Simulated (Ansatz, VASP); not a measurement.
## BAs in VASP and in Ansatz

INCAR

```
SYSTEM = BAs
ALGO = Normal
EDIFF = 1E-6
ENCUT = 520
GGA = PE
ISIF = 2
ISMEAR = -1
LASPH = .TRUE.
LCHARG = .TRUE.
LELF = .TRUE.
LREAL = .FALSE.
LVHAR = .TRUE.
LWAVE = .FALSE.
NBANDS = 11
NELM = 60
PREC = Accurate
SIGMA = 0.03
```

The input KPOINTS:

```
k-points
0
G
  15 15 15
  0 0 0
```

File POSCAR:

```
BAs
1.0
    0.0000000000      2.4043183418      2.4043183418
    2.4043183418      0.0000000000      2.4043183418
    2.4043183418      2.4043183418      0.0000000000
B As
1 1
Direct
    0.0000000000      0.0000000000      0.0000000000
    0.7500000000      0.7500000000      0.7500000000
```

Input for Ansatz:

```yaml
crystal:
  lattice:
    - [0.0, 2.4043183418, 2.4043183418]
    - [2.4043183418, 0.0, 2.4043183418]
    - [2.4043183418, 2.4043183418, 0.0]
  atoms:
    - { symbol: B, position: [0.0, 0.0, 0.0] }
    - { symbol: As, position: [0.75, 0.75, 0.75] }
kpoints:
  mp_grid: { grid: [15, 15, 15] }
scf:
  occupations: { method: fermi_dirac, width: 0.03 }
hamiltonian:
  xc: pbe
  pseudopotentials: { kind: all_electron, lapw: { basis_error: 0.00025 } }
output:
  forces: true
  stress: true
  eigenvalues: true
```

Change from the starting cell: volume scaled by 1.02.

Alike in both runs: task single point; functional PBE; k mesh 15 × 15 × 15; occupations fermi-dirac, width 0.03 eV; no spin polarisation.

```csv
,VASP,Ansatz
version,VASP 6.6.1,Ansatz 0.2.0
potentials or method,"VASP PAW PBE potentials, release 64 (B, As)","all-electron LAPW, scalar-relativistic"
plane-wave cutoff (eV),520,see its input
```

```csv
,VASP,Ansatz,Ansatz less VASP
gap on the k mesh at the Fermi level (eV),1.20,1.21,+0.011
pressure (GPa),0.6,0.0,-0.63
```

Ansatz ran all-electron here, so the differences hold the error of VASP's frozen core and of both bases.

Caveats: an odd mesh through Γ misses points on the zone boundary, where band edges often lie.
